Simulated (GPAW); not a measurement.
PbSe (Clausthalite):

```
CELL_PARAMETERS angstrom
0.00000 3.06065 3.06065
3.06065 0.00000 3.06065
3.06065 3.06065 0.00000
ATOMIC_POSITIONS crystal
Pb 0.00000 0.00000 0.00000
Se 0.50000 0.50000 0.50000
```

Program: GPAW 26.7.0. Alike in all runs: cell as given.

Q: Order these runs on this cell by their pressure, lowest first.
A. level SOGGA; potentials or basis PAW data sets generated in the run's folder for this functional, pw; spin SOC, no magnetisation; k mesh 6 × 6 × 6; cutoff (eV) 600; smearing fermi-dirac 0.05 eV; maxiter 150; band path GXWKGLUWLK,UX; band points 100; spin axis theta (degrees) 90; spin axis phi (degrees) 0
B. level LDA; potentials or basis PAW data sets generated in the run's folder for this functional, pw; spin off; k mesh 5 × 5 × 5; cutoff (eV) 510; smearing fermi-dirac 0.01 eV; maxiter 150
C. level BLYP; potentials or basis PAW data sets generated in the run's folder for this functional, pw; spin SOC, no magnetisation; k mesh 6 × 6 × 6; cutoff (eV) 600; smearing fermi-dirac 0.05 eV; maxiter 150; band path GXWKGLUWLK,UX; band points 60; spin axis theta (degrees) 90; spin axis phi (degrees) 0
D. level PBE; potentials or basis GPAW PAW data sets (gpaw-data 1.2.1), pw; spin off; k mesh 6 × 6 × 6; cutoff (eV) 500; smearing fermi-dirac 0.05 eV; maxiter 80

A: B (-2.6 GPa), A (-0.9 GPa), D (2.0 GPa), C (5.7 GPa).

Caveats: spin-orbit coupling was added after a scalar SCF, so levels and gaps hold it while energy, forces, pressure and moments don't (some runs); the cutoff is short for stress and forces, so pressures can be off by a GPa or more (some runs).
